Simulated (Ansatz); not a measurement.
Pressure series of NaCl (Fm-3m)

```xyz
2
Lattice="2.7322 2.7322 0.0000 -2.7322 2.7322 0.0000 0.0000 2.7322 2.7322" Properties=species:S:1:pos:R:3 pbc="T T T"
Na    0.0000    0.0000    0.0000
Cl    0.0000    2.7322    0.0000
```

This is the zero-pressure cell under LDA. Cell and atoms are relaxed by PAW (default files of Ansatz 0.2.0, cutoff 420 eV, stress met within about 0.05 GPa) at each pressure, in this structure whether or not another phase would take over; P is the pressure reached, less that of this cell. Levels come from LDA, all-electron LAPW in Ansatz 0.2.0, scalar-relativistic; k mesh 8×8×8, fixed occupations, basis error target 0.5 meV/atom. Conduction levels are in eV over the valence top (at Γ), at fixed fractional wave vectors. Zone-centre phonons come from finite displacements by PAW, without the LO-TO term.

```
P (GPa)    V/V₀      Γ      L  T1u TO (cm⁻¹)
  -1.99  1.0766  4.773  6.912          155.5
   0.00  1.0000  5.075  7.035          188.3
   2.01  0.9466  5.324  7.121          213.6
   4.00       ?      ?      ?              ?
   7.01  0.8587  5.820  7.261          261.0
   9.99  0.8221  6.067  7.316          283.4
  15.01  0.7746  6.432  7.385          315.4
```

Q: Fit the third-order Birch-Murnaghan equation to the rows shown.

A: With f = [(V₀/V)^(2/3) − 1]/2, the normalised pressure F = P/[3f(1 + 2f)^(5/2)] is 31.2 GPa at f = -0.0240, 32.7 GPa at f = 0.0186, 33.9 GPa at f = 0.0534, 34.5 GPa at f = 0.0697, 35.2 GPa at f = 0.0928. The line F = B₀[1 + (3/2)(B′ − 4)f] gives B₀ = 32.0 GPa and B′ = 4.7.

Q: What are the volume deformation potentials and pressure coefficients of these levels at zero pressure?

A: 

| level | dE/dlnV (eV) | dE/dP = −(dE/dlnV)/B₀ (meV/GPa) | mean slope up to 2.0 GPa (meV/GPa) |
| --- | --- | --- | --- |
| Γ | -4.33 | 135.2 | 123.9 |
| L | -1.62 | 50.5 | 43.1 |

dE/dlnV is the slope of a cubic fit in ln V at V₀. The last column is read from two rows and shows how the slope bends with pressure. A level that another band crosses inside the range is left out of the tables.

Q: What mode Grüneisen parameters follow?

A: γ = −d ln ω/d ln V at V₀ from a quadratic fit in ln V: T1u 2.41.

Q: What belongs in the row at 4.00 GPa?

A: The fits give V/V₀ = 0.9058 and Γ = 5.538 eV. Computed: V/V₀ = 0.9059, Γ = 5.538, L = 7.186, T1u TO (cm⁻¹) = 234.5.

Limits of these numbers: no other phase was computed; many crystals of this kind change structure within this range, and rows or crossings beyond such a change describe a metastable lattice; the frozen-core PAW files of the relaxations were fitted under PBE, their cores solved anew for this functional; semilocal gaps are low, and the spacing of valleys can be off by tenths of an eV; levels are read at fixed fractional k, so an edge that moves off these points is missed.
